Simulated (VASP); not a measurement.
C: single point with PBEsol

The system is C, a slab with vacuum.

```
CELL_PARAMETERS angstrom
2.46002 0.00000 0.00000
-1.23001 2.13044 0.00000
0.00000 0.00000 22.00168
ATOMIC_POSITIONS crystal
C 0.00000 0.00000 0.34088
C 0.33333 0.66667 0.34088
C 0.00000 0.00000 0.50000
C 0.66667 0.33333 0.50000
C 0.00000 0.00000 0.65912
C 0.33333 0.66667 0.65912
```

```json
{"Program": "VASP 6.6.1", "Task": "single point", "Functional": "PBEsol", "Potentials or basis": "VASP PAW PBE potentials, release 64 (C)", "Cutoff": "520 eV", "k mesh": "12 × 12 × 1", "Occupations": "gaussian, width 0.03 eV", "Spin": "no spin polarisation", "Dipole correction": "yes", "Further INCAR settings": "ALGO = Normal; EDIFF = 1e-07"}
```

The largest force is 0.013 eV/Å. The band gap on the k mesh is none (metal or under the smearing width), the work function of the upper face is 4.33 eV and the work function of the lower face is 4.33 eV.

Forces in eV/Å, atoms in the order of the input:
```
C    0.000  0.000  0.002
C    0.000  0.000 -0.013
C    0.000  0.000  0.000
C    0.000  0.000  0.000
C    0.000  0.000 -0.002
C    0.000  0.000  0.013
```

Levels at points of the mesh, in eV from the Fermi level:
```csv
k point,band 10,band 11,band 12,band 13,band 14,band 15
"(0.00, 0.00, 0.00)",-2.99,-2.97,-2.97,3.49,3.79,4.57
"(0.50, 0.00, 0.00)",-2.59,-2.37,-2.20,1.49,1.64,1.92
```

Core levels (eV, on the scale of the bands):
| atom | levels |
| --- | --- |
| 1 C | 1s -266.2 |
| 2 C | 1s -266.2 |
| 3 C | 1s -266.2 |
| 4 C | 1s -266.2 |
| 5 C | 1s -266.2 |
| 6 C | 1s -266.2 |

Run time: 27 s on 2 MPI ranks on Intel(R) Xeon(R) Platinum 8488C (Sapphire Rapids) (shared host), peak memory 0.21 GiB a rank.

Caveat: the PAW data sets were made with another functional, which shifts forces and pressure a little.
